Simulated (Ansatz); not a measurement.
## TiO2: equation of state with LDA

The system is TiO2.

```xyz
6
Lattice="4.5998 0.0000 0.0000 0.0000 4.5998 0.0000 0.0000 0.0000 2.9592" Properties=species:S:1:pos:R:3 pbc="T T T"
Ti    0.0000    0.0000    1.4796
Ti    2.2999    2.2999    0.0000
O     1.3998    1.3998    1.4796
O     0.9001    3.6997    0.0000
O     3.6997    0.9001    0.0000
O     3.2000    3.2000    1.4796
```

The cell is a database's computed one.

```json
{"Program": "Ansatz 0.2.0", "Task": "equation of state", "Functional": "LDA", "Potentials or basis": "JTH PAW LDA", "Cutoff": "1380 eV", "Density cutoff": "6900 eV", "k mesh": "6 × 6 × 9", "Occupations": "fermi-dirac, width 0.05 eV", "Spin": "no spin polarisation"}
```

| Quantity | Value |
| --- | --- |
| Equilibrium volume | 10.08 Å³/atom |
| Bulk modulus at fixed shape and positions | 263 GPa |
| Pressure derivative of the bulk modulus | 4.3 |

Energy against volume, from the lowest point:
```tsv
volume (Å³/atom)	energy (meV/atom)
9.809	5.87
10.018	0.00
10.227	1.45
10.435	9.46
10.644	23.35
10.853	42.52
11.062	66.41
```

All runs of the series together: 2.1 min on 2 threads of Arm Neoverse V1, on a shared host.

Caveat: the cell was scaled at fixed shape and fractional positions, which overstates the stiffness of a crystal with free parameters, most of all of layers and chains.
